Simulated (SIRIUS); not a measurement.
The system is CoO.

```
CELL_PARAMETERS angstrom
2.85630 0.00000 0.00000
-1.42815 2.47363 0.00000
0.00000 0.00000 2.78761
ATOMIC_POSITIONS crystal
Co 0.00000 0.00000 0.00000
O 0.66667 0.33333 0.50000
```

Measurements of this composition are mostly on another form, of space group No. 225.

Base run:

| Item | Value |
| --- | --- |
| Program | SIRIUS 7.12.0 |
| Functional | PBE |
| Potentials or basis | all-electron FP-LAPW |
| Cutoff | 276 eV |
| Basis | apw+lo standard |
| k mesh | 11 × 11 × 10 |
| Occupations | fermi-dirac, width 0.3 eV |
| Spin | collinear spin, ferromagnetic start |
| Starting moments | [2.0, 0.0] μB |

Its results: band gap on the k mesh none (metal or under the smearing width); net moment 2.80 μB per cell; site moments Co +2.45; O +0.33 μB.

Problem. The run is repeated on the same cell with these changes: occupations from fermi-dirac, width 0.3 eV to fermi-dirac, width 0.2 eV. What comes out?

Solution. Band gap on the k mesh none (metal or under the smearing width); net moment 2.94 μB per cell; site moments Co +2.55; O +0.37 μB.

Caveats: a cell with one magnetic atom can't hold antiferromagnetic order, which such compounds often take; semilocal functionals often make such compounds metallic where correlation or magnetic order opens a gap, which also shifts bond lengths.
